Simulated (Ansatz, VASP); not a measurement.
KBr in VASP and in Ansatz

Contents of INCAR:

```
ALGO = Normal ; EDIFF = 1E-7
ENCUT = 520 ; GGA = PE
ISIF = 2 ; ISMEAR = 0
LASPH = True ; LCHARG = True
LELF = True ; LREAL = False
LVHAR = True ; LWAVE = False
NBANDS = 15 ; NELM = 80
PREC = Accurate ; SIGMA = 0.05
```

The input KPOINTS:

```
k-points
0
Gamma
  6 6 6
```

Contents of POSCAR:

```
KBr
1.0
    4.0551597733     -0.2134294618     -0.2134294618
   -0.2134294618      4.0551597733     -0.2134294618
   -0.2134294618     -0.2134294618      4.0551597733
K Br
1 1
Direct
    0.0000000000      0.0000000000      0.0000000000
    0.5000000000      0.5000000000      0.5000000000
```

Input for Ansatz:

```yaml
crystal:
  lattice:
    - [4.0551597733, -0.2134294618, -0.2134294618]
    - [-0.2134294618, 4.0551597733, -0.2134294618]
    - [-0.2134294618, -0.2134294618, 4.0551597733]
  atoms:
    - { symbol: K, position: [0.0, 0.0, 0.0] }
    - { symbol: Br, position: [0.5, 0.5, 0.5] }
basis:
  ecutwfc: 420
kpoints:
  mp_grid: { grid: [6, 6, 6] }
hamiltonian:
  xc: pbe
scf:
  occupations: { method: gaussian, width: 0.05 }
output:
  forces: true
  stress: true
  eigenvalues: true
```

Alike in both runs: task single point; functional PBE; k mesh 6 × 6 × 6; occupations gaussian, width 0.05 eV; no spin polarisation.

|  | VASP | Ansatz |
| --- | --- | --- |
| version | VASP 6.6.1 | Ansatz 0.2.0 |
| potentials or method | VASP PAW PBE potentials, release 64 (K_sv, Br) | scalar-relativistic, plane waves, PAW |
| plane-wave cutoff (eV) | 520 | 420 |
| valence electrons in the cell | 16 | 16 |

VASP gave:

| Item | Value |
| --- | --- |
| gap on the k mesh at the Fermi level (eV) | 3.91 |
| least direct gap on the mesh (eV) | 4.08 |
| pressure (GPa) | 0.8 |
| largest component of the traceless stress (GPa) | 1.12 |

**Question.** What did Ansatz give for the same quantities?

**Answer.** gap on the k mesh at the Fermi level (eV): 3.91; least direct gap on the mesh (eV): 4.08; pressure (GPa): 0.8; largest component of the traceless stress (GPa): 1.09.

A k mesh can miss the band edges. A hybrid or GW would open this gap; PBE tends to underestimate it.
